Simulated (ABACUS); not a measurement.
## TePb: single point with WC

**Measured values to compare with.**

From a printed reference work, monograph, for a bulk crystal of TePb at 4.2 K: band gap 0.19 eV (direct).

The system is TePb.

```
Pb Te
1.0
    -3.23100    0.00000    3.23100
     0.00000    3.23100    3.23100
    -3.23100    3.23100    0.00000
Pb Te
1 1
Direct
  0.00000 0.00000 0.00000
  0.50000 0.50000 0.50000
```

```yaml
Program: ABACUS 3.10.1
Task: single point
Functional: WC
Potentials_or_basis: SG15 ONCV 1.2 PBE
Cutoff: 1129 eV
Density_cutoff: 4517 eV
Basis: plane waves
k_mesh: 6 × 6 × 6
Occupations: fermi-dirac, width 0.05 eV
Spin: no spin polarisation
Radial_cutoff_of_the_potentials_pseudo_rcut: 10 bohr
SCF_threshold_on_the_density: 1e-08
Max_SCF_steps: 100
Eigensolver: dav
Mixing: broyden
Mixing_share: 0.7
Symmetry_key: 1
Bands: 25
```

```
Pressure               : -0.3 GPa
Band gap on the k mesh : 0.65 eV, direct
```

Levels at points of the mesh, in eV from the valence-band top:
| k point | band 12 | band 13 | band 14 | band 15 | band 16 | band 17 | band 18 | band 19 |
| --- | --- | --- | --- | --- | --- | --- | --- | --- |
| (0.00, 0.00, 0.00) | -5.59 | -1.36 | -1.36 | -1.36 | 4.06 | 4.06 | 4.06 | 5.76 |
| (0.50, 0.50, 0.50) | -8.58 | -0.90 | -0.90 | 0.00 | 0.65 | 1.23 | 1.23 | 8.29 |
| (0.50, 0.50, 0.00) | -7.28 | -4.54 | -2.83 | -2.83 | 3.19 | 5.45 | 5.45 | 6.65 |

Wall time 17 s on 4 MPI ranks on Intel(R) Xeon(R) Platinum 8259CL CPU @ 2.50GHz (Skylake/Cascade Lake), with other jobs on the host, peak memory 0.56 GiB a rank.

Measured gap of TePb: 0.19 eV (direct; 4.2 K; a printed reference work, monograph). This calculation gives 0.65 eV (+0.46 eV). Spin-orbit coupling on Pb, Te is left out. The value is that of WC on a finite k mesh, which can miss the band edges, without temperature or zero-point motion.

Caveat: the potentials were made for another functional, which shifts forces and pressure; spin-orbit coupling is left out, which as a rule narrows the gap of such compounds by several tenths of an eV.
